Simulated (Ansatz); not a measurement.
**Nuclear-site quantities of BaTiO3 as the cell is scaled**

```yaml
crystal:
  lattice:
    - [3.99980, 0.00000, 0.00000]
    - [0.00000, 3.99980, 0.00000]
    - [0.00000, 0.00000, 4.01800]
  atoms:
    - { symbol: Ba, position: [0.00000, 0.00000, 0.00000] }
    - { symbol: Ti, position: [0.50000, 0.50000, 0.48200] }
    - { symbol: O, position: [0.50000, 0.50000, 0.01600] }
    - { symbol: O, position: [0.50000, 0.00000, 0.51500] }
    - { symbol: O, position: [0.00000, 0.50000, 0.51500] }
```

Atoms are numbered in the order listed.

The cell comes from COD entry 2100858, which wasn't checked; take it as a given geometry.

No spin–orbit coupling, which matters for the heavy atoms here.

Method: DFT, PBEsol, all-electron PAW with datasets made for the crystal, scalar-relativistic in Ansatz 0.2.0.

Settings: a Γ-centred 7×7×7 k mesh, Fermi–Dirac smearing of 0.08 eV, cutoff 580 eV (chosen by the program for this cell), no spin polarisation.

The contact density is the mean electron density over the nuclear volume; its changes follow the s electrons' response to bonding and compression. Changes below are taken from the unscaled cell, where it is 2.06225e+06 e/Å³ at Ba1, 56691.7 e/Å³ at Ti2, 2144.63 e/Å³ at O3, 2144.36 e/Å³ at O4.

Volumes at which the program chose other datasets or cutoffs are left out.

| V/V(cell) | P (GPa) | Δρ(0) Ba1 (e/Å³) | Δρ(0) Ti2 (e/Å³) | Δρ(0) O3 (e/Å³) | Δρ(0) O4 (e/Å³) |
| --- | --- | --- | --- | --- | --- |
| 1.0000 | -3.6 | 0.00 | 0.00 | 0.00 | 0.00 |
| 1.0100 | -5.2 | -0.17 | -0.16 | 0.03 | 0.03 |
| 1.0200 | -6.7 | -0.34 | -0.31 | 0.06 | 0.06 |
| 1.0400 | -9.4 | ? | ? | 0.12 | 0.13 |

Task: Give the missing entry: row "1.0400", column "Δρ(0) Ba1 (e/Å³)".

Result: -0.66.

Task: Give the missing entry: row "1.0400", column "Δρ(0) Ti2 (e/Å³)".

Result: -0.62.

The datasets are made afresh for each cell, so very small changes are uncertain. Scalar relativity leaves out the p1/2 density at heavy nuclei.
